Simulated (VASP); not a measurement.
A run of VASP 6.6.1:

Contents of INCAR:

```
SYSTEM = InGa3N4
PREC = Accurate ; ENCUT = 520
EDIFF = 1E-6 ; ISMEAR = 0
SIGMA = 0.1 ; LREAL = .False.
LASPH = .True. ; NELM = 100
ALGO = Fast ; ISIF = 2
LWAVE = .False. ; LCHARG = .False.
GGA = PE ; NBANDS = 46
```

KPOINTS

```
regular mesh
0
Gamma
  12 12 4
  0 0 0
```

The input POSCAR:

```
InGa3N4
1.0
    3.1260152969      0.0000000000      0.0000000000
    0.0000000000      3.1260152969      0.0000000000
    0.0000000000      0.0000000000      8.7597776078
In Ga N
1 3 4
Direct
    0.5000000000      0.5000000000      0.5000000000
    0.0000000000      0.0000000000      0.2353689490
    0.0000000000      0.0000000000      0.7646310510
    0.5000000000      0.5000000000      0.0000000000
    0.0000000000      0.0000000000      0.0000000000
    0.5000000000      0.5000000000      0.2340762413
    0.0000000000      0.0000000000      0.5000000000
    0.5000000000      0.5000000000      0.7659237587
```

Potentials or basis: VASP PAW PBE potentials, release 64 (In_d, Ga_d, N).

Run with:

```bash
$ cat potpaw_PBE.64/In_d/POTCAR potpaw_PBE.64/Ga_d/POTCAR potpaw_PBE.64/N/POTCAR > POTCAR
$ mpirun -np 1 vasp_std > vasp.out
```

Hardware: 1 thread of Intel(R) Xeon(R) Platinum 8559C (Emerald Rapids), with other jobs on the host.

How long does it take, and how much memory?

It took 4.4 min on 1 thread of Intel(R) Xeon(R) Platinum 8559C (Emerald Rapids), on a shared host, peak memory 0.39 GiB. Counts: scf iterations 24, k points 84.
